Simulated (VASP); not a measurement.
MgTe:

```xyz
4
Lattice="4.5200 0.0000 0.0000 -2.2600 3.9144 0.0000 0.0000 0.0000 7.3300" Properties=species:S:1:pos:R:3 pbc="T T T"
Mg    0.0000    2.6096    0.0000
Mg    2.2600    1.3048    3.6650
Te    0.0000    2.6096    2.8220
Te    2.2600    1.3048    6.4870
```

| Item | Value |
| --- | --- |
| Program | VASP 6.6.1 |
| Task | relaxation of cell and atoms |
| Functional | PBE |
| Potentials or basis | VASP PAW PBE potentials, release 64 (Mg, Te) |
| Cutoff | 300 eV |
| k mesh | 5 × 5 × 2 |
| Occupations | gaussian, width 0.03 eV |
| Spin | no spin polarisation |

At the start: pressure 2.4 GPa; volume 32.42 Å³/atom.

Question: Where does the relaxation end?

Answer: Over 8 steps the energy falls by 17.9 meV/atom and the volume is 34.49 Å³/atom (+6.4 %); space group P6_3mc (No. 186, to 0.05 Å).

The path:
```tsv
step	energy change (eV)	largest force (eV/Å)	pressure (GPa)	volume (Å³)
1	0.0000	0.2357	2.40	129.69
2	-0.0669	0.0592	-0.29	139.03
3	-0.0678	0.0752	-0.04	137.99
4	-0.0688	0.0537	-0.01	137.87
5	-0.0700	0.0131	0.08	137.53
6	-0.0707	0.0118	0.05	137.65
7	-0.0714	0.0096	-0.04	137.96
8	-0.0714	0.0096	-0.02	137.95
```

Final structure:
```
CELL_PARAMETERS angstrom
4.61005 0.00000 0.00000
-2.30503 3.99242 0.00000
0.00000 0.00000 7.49527
ATOMIC_POSITIONS crystal
Mg 0.33333 0.66667 0.00439
Mg 0.66667 0.33333 0.50439
Te 0.33333 0.66667 0.38061
Te 0.66667 0.33333 0.88061
```

Caveat: the k mesh is coarse (spacing up to 0.43 Å⁻¹), so the values aren't converged.
